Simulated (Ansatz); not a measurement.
**Nuclear-site quantities of ZrO2 as the cell is scaled**

```yaml
crystal:
  lattice:
    - [3.59610, 0.00000, 0.00000]
    - [0.00000, 3.59610, 0.00000]
    - [0.00000, 0.00000, 5.17700]
  atoms:
    - { symbol: Zr, position: [0.00000, 0.00000, 0.00000] }
    - { symbol: Zr, position: [0.50000, 0.50000, 0.50000] }
    - { symbol: O, position: [0.00000, 0.50000, 0.20300] }
    - { symbol: O, position: [0.00000, 0.50000, 0.70300] }
    - { symbol: O, position: [0.50000, 0.00000, 0.29700] }
    - { symbol: O, position: [0.50000, 0.00000, 0.79700] }
```

Atoms are numbered in the order listed.

The cell is COD entry 2300612, as deposited and not checked against the literature; nothing was relaxed.

Theory: DFT, PBEsol, all-electron PAW with datasets made for the crystal, scalar-relativistic (Ansatz 0.2.0).

Numerical set-up: a Γ-centred 6×6×4 k mesh, Fermi–Dirac smearing of 0.01 eV, cutoff 400 eV (chosen by the program for this cell), no spin polarisation.

The contact density is the mean electron density over the nuclear volume; its changes follow the s electrons' response to bonding and compression. Changes below are taken from the unscaled cell, where it is 489782 e/Å³ at Zr1, 2143.72 e/Å³ at O3.

Volumes at which the program chose other datasets or cutoffs are left out.

| V/V(cell) | P (GPa) | Δρ(0) Zr1 (e/Å³) | Δρ(0) O3 (e/Å³) | Vzz Zr1 (10²¹ V/m²) | Vzz O3 (10²¹ V/m²) |
| --- | --- | --- | --- | --- | --- |
| 0.9600 | 8.6 | 0.97 | -0.14 | 5.02 | 1.17 |
| 0.9800 | 3.0 | 0.48 | -0.07 | 4.92 | ? |
| 0.9900 | 0.4 | 0.24 | -0.04 | 4.87 | ? |
| 1.0000 | -2.0 | 0.00 | 0.00 | 4.83 | ? |
| 1.0100 | -4.3 | -0.23 | 0.04 | 4.78 | 0.95 |
| 1.0200 | -6.5 | -0.45 | 0.07 | 4.73 | 0.91 |

Task: What belongs in the row "0.9900", column "Vzz O3 (10²¹ V/m²)"?

Result: 1.04.

Task: Fill in "Vzz O3 (10²¹ V/m²)" for the row "1.0000".

Result: 1.00.

Task: Fill in "Vzz O3 (10²¹ V/m²)" for the row "0.9800".

Result: 1.08.

The datasets are made afresh for each cell, so very small changes are uncertain.
